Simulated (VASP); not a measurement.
# Conduction valleys of KI (Fm-3m) at Γ, X and L: common shift and changing spacing across functionals

An electron excited high into the conduction band of KI loses energy until it reaches the lowest valley, and the spacing of the valleys decides which of them it can occupy on the way. This matters in alkali iodide scintillators, where hot electrons must reach an emitting centre before they are trapped. Functionals disagree strongly on the gap of such a salt, and my question is whether they disagree on the valleys too. I compare the lowest empty levels at Γ, X and L, each measured from the valence-band top, in one fixed cell. A common shift of all three would change only the gap, whereas unequal shifts would change the conduction band itself.

## Set-up

A cell from a diffraction database, the same for all rows. VASP 6.6.1, plane waves with PAW, cutoff 350 eV, no spin polarisation, no spin-orbit coupling. Levels are read at the symmetry points of a band path, from the valence-band top. EpsX marks an unscreened share α = 1/ε∞ of exact exchange. The PAW data sets differ between levels: LDA sets for LDA; PBE sets for HSE06, PBE, PBE0, TB-mBJ, r2SCAN and r2SCAN-EpsX.

Notes on method and selection:

- A valley minimum can lie off the symmetry point and below the level at it.
- Spin-orbit coupling is left out; it raises the valence-band top and so lowers all three levels by about the same amount.
- Runs that did not converge, have known faults or may not be shown are not listed, and runs on Ansatz's PAW sets soft_1 and soft_2 are kept to separate tables.

Columns:

- Γ valley (eV): lowest empty level at Γ.
- k mesh: k mesh of the density and of exact exchange.
- X valley (eV): lowest empty level at X.
- L valley (eV): lowest empty level at L.
- X − Γ (eV): level at X less level at Γ.

## Data

| member | Γ valley (eV) | k mesh | X valley (eV) | L valley (eV) | X − Γ (eV) |
| --- | --- | --- | --- | --- | --- |
| LDA | 3.63 | 6×6×6 | 4.68 | 5.26 | 1.044 |
| PBE | 3.98 | 6×6×6 | 4.92 | 5.53 | 0.944 |
| r2SCAN | 4.63 | 6×6×6 | 5.36 | 6.03 | 0.735 |
| HSE06 | 4.99 | 4×4×4 | 5.95 | 6.52 | 0.957 |
| PBE0 | 5.67 | 4×4×4 | ? | ? | ? |
| TB-mBJ | 5.92 | 6×6×6 | 6.34 | 7.11 | 0.419 |
| r2SCAN-EpsX (α = 0.34) | 6.49 | 4×4×4 | 7.39 | 7.97 | 0.901 |

Cells marked ? are withheld until the estimate has been made.

Least-squares fits to the members shown, with x = Γ valley (eV); R² and errors in the fitted variable (y, or ln y where the fit is in ln y):

| y | members | fit | R² | rms residual | leave-one-out rms | the same for the mean of the others |
| --- | --- | --- | --- | --- | --- | --- |
| X valley (eV) | 6 | y = 1.359 + 0.8935 x | 0.96 | 0.18 | 0.31 | 1.1 |
| L valley (eV) | 6 | y = 1.885 + 0.9146 x | 0.99 | 0.11 | 0.19 | 1.1 |

## Mechanism

The order Γ below X below L holds in all six complete rows, but the spacing does not stay fixed. From LDA to r2SCAN-EpsX the Γ level rises by 6.49 − 3.63 = 2.86 eV and the X level by 7.39 − 4.68 = 2.71 eV, so most of the change is common to both. X − Γ nevertheless runs from 1.044 eV in LDA down to 0.419 eV in TB-mBJ.

The way in which the gap is opened matters more than the amount. From PBE to HSE06 the levels at Γ, X and L rise by 4.99 − 3.98 = 1.01 eV, 5.95 − 4.92 = 1.03 eV and 6.52 − 5.53 = 0.99 eV, which is nearly a rigid shift. From PBE to TB-mBJ they rise by 5.92 − 3.98 = 1.94 eV, 6.34 − 4.92 = 1.42 eV and 7.11 − 5.53 = 1.58 eV, so X gains only 1.42 / 1.94 = 0.73 of what Γ gains.

The rigid part has a simple reason. Exact exchange reduces the self-interaction of the filled iodine p states and lowers them against the empty states. Since the valence top is the common zero, its lowering raises all three numbers equally and cancels in X − Γ.

TB-mBJ instead changes a local potential, which acts differently on empty states of different shape. The Γ state of such a salt is s-like and spread out, while the X state has much potassium d character. A potential raised mainly between the ions would lift the first more than the second, which has the right sign for the small X − Γ. I hold this as a likely cause, since orbital weights are not among the columns.

These are levels at symmetry points. A minimum lying off X could come closer to Γ than the X level does, which matters most for TB-mBJ, where the spacing is smallest.

## Blind estimate

Plain estimates from the members shown:

- PBE0, fit at x = 5.67: 6.43 eV
- PBE0, straight-line interpolation between HSE06 and TB-mBJ: w = (5.67 − 4.99) / (5.92 − 4.99) = 0.731, so 5.95 + 0.731 × (6.34 − 5.95) = 6.24 eV

For PBE0 I do not trust the straight line between HSE06 and TB-mBJ, because it mixes a hybrid with a potential that compresses the valleys. The fit over all members has the same weakness: it lies above the TB-mBJ level at X and below both hybrid levels.

HSE06 is the closer relative. It shares with PBE0 the PBE parent, the quarter share of exact exchange at short range, the PAW sets and the k mesh. PBE0 keeps that share at long range as well, which should mainly move the filled and the empty states apart. That shift is already contained in the PBE0 level at Γ, so I carry over X − Γ from HSE06 unchanged: 5.67 + 0.957 = 6.627, or 6.63 eV.

The same step can be tried on r2SCAN-EpsX, the other hybrid with unscreened exchange. It gives 6.49 + 0.957 = 7.447 eV against 7.39 eV in the table, a miss of 0.957 − 0.901 = 0.056 eV in terms of X − Γ. For PBE, the common parent, the miss is 0.957 − 0.944 = 0.013 eV with the same sign. The root mean square of the two is √((0.056² + 0.013²) / 2) = 0.041 eV, and I take 0.04 eV as one standard deviation. Two trials are a thin basis for an error bar, but they span both a change of parent functional and the removal of exact exchange.

**Committed estimate, PBE0: X valley = 6.63 ± 0.04 eV.**

## The answer

| member | Γ valley (eV) | k mesh | X valley (eV) | L valley (eV) | X − Γ (eV) |
| --- | --- | --- | --- | --- | --- |
| PBE0 | 5.67 | 4×4×4 | 6.64 | 7.20 | 0.972 |

| member | estimate | X valley (eV) | computed | estimate − computed | miss in error bars |
| --- | --- | --- | --- | --- | --- |
| PBE0 | committed | 6.63 | 6.64 | −0.01 | 0.2 |
| PBE0 | fit | 6.43 | 6.64 | −0.21 |  |
| PBE0 | interpolation | 6.24 | 6.64 | −0.40 |  |

The estimate of 6.63 eV falls 0.01 eV below the computed 6.64 eV, well inside its error bar of 0.04 eV. The fit was 0.21 eV too low and the interpolation 0.40 eV too low, both drawn down by TB-mBJ.

Carrying over X − Γ from HSE06 was sound. From HSE06 to PBE0 the levels at Γ, X and L rise by 5.67 − 4.99 = 0.68 eV, 6.64 − 5.95 = 0.69 eV and 7.20 − 6.52 = 0.68 eV, so exact exchange at long range moves the three levels almost rigidly away from the valence top. Levels measured from that top cannot tell how much of this is a fall of the filled states and how much a rise of the empty ones.

My trial on r2SCAN-EpsX was a weaker test than I took it for. Against its own parent r2SCAN, its X − Γ is wider by 0.901 − 0.735 = 0.166 eV, whereas PBE0 is wider than PBE by only 0.972 − 0.944 = 0.028 eV. Exact exchange therefore gives a nearly rigid shift on the PBE parent but not on r2SCAN. A likely reason is that the hybrid replaces part of the r2SCAN exchange, and with it part of what narrows the spacing in r2SCAN. In proportion to the exchange share this would give back 0.34 × (0.944 − 0.735) = 0.071 eV, less than half of the widening, so on this simple estimate it is not the whole cause.

## Exceptions

Least-squares fits to the whole series, with x = Γ valley (eV); R² and errors in the fitted variable (y, or ln y where the fit is in ln y):

| y | members | fit | R² | rms residual | leave-one-out rms | the same for the mean of the others |
| --- | --- | --- | --- | --- | --- | --- |
| X valley (eV) | 7 | y = 1.287 + 0.9140 x | 0.96 | 0.18 | 0.25 | 1.1 |
| L valley (eV) | 7 | y = 1.841 + 0.9270 x | 0.98 | 0.11 | 0.16 | 1.1 |

Largest departures from the fit to the whole series:

| member | X valley (eV) | fit | computed − fit | in rms residuals |
| --- | --- | --- | --- | --- |
| TB-mBJ | 6.34 | 6.70 | −0.36 | 2.0 |
| r2SCAN-EpsX (α = 0.34) | 7.39 | 7.22 | +0.17 | 0.9 |
| PBE0 | 6.64 | 6.47 | +0.17 | 0.9 |
| r2SCAN | 5.36 | 5.52 | −0.16 | 0.9 |

TB-mBJ stands apart, with its X level 0.36 eV below the line, or 2.0 rms residuals. Its Γ level is high for its X level, and its X − Γ of 0.419 eV is the smallest of the seven. The likeliest reason is still a local potential raised mainly between the ions, which lifts the spread-out s-like state at Γ more than the d-like state at X. That is an inference from the usual character of these states.

The next three departures are all about 0.9 rms residuals, and I would not call any of them exceptional. PBE0 and r2SCAN-EpsX both lie 0.17 eV above the line, largely because TB-mBJ pulls the line down in their range of Γ levels. r2SCAN lies 0.16 eV below it, on the same side as TB-mBJ. Both use the kinetic-energy density, which may favour the X state over the Γ state in each, though they use it in different ways.

## Conclusions and limits

The order Γ below X below L holds at all seven levels of theory, while X − Γ runs from 0.419 to 1.044 eV. The three levels move together most closely among PBE and the two hybrids built on it.

I was wrong to call all three of them valleys. In LDA the lowest empty level climbs along the line from Γ to L and is lower at points short of L than at L itself. L is thus the top of a rise along that line, and an electron would not be held there. I expect the same for the other functionals, but show it for none of them. Whether X is a true minimum is not settled by the tables either. What I compare is therefore the shape of the band at three symmetry points, which does not by itself tell where a hot electron can stay.

For the hybrids built on PBE, a rigid shift of the PBE conduction levels is enough at these three points. With the PBE0 level at Γ the shift is 5.67 − 3.98 = 1.69 eV, which puts X at 4.92 + 1.69 = 6.61 eV and L at 5.53 + 1.69 = 7.22 eV, against 6.64 and 7.20 eV computed. A rigid shift from PBE would miss the TB-mBJ spacing by 0.944 − 0.419 = 0.525 eV.

The hybrids use a coarser k mesh than the other rows, so comparisons between the two groups include any effect of the mesh. Runs with spin-orbit coupling were made for LDA, r2SCAN, HSE06 and TB-mBJ but are left out of the tables. In all four the Γ level, measured from the valence top, falls by nearly the same amount, mainly because the valence top rises. That rise lowers the levels at X and L equally, so I expect the spacing to change little, but I have not compared X and L with the coupling switched on.

Also left out are G0W0 and evGW0 runs that start from LDA, among them a G0W0 run on a mesh that contains Γ, X and L. The tables compare functionals only with one another, and they do not tell which spacing is nearest to that of the real crystal.
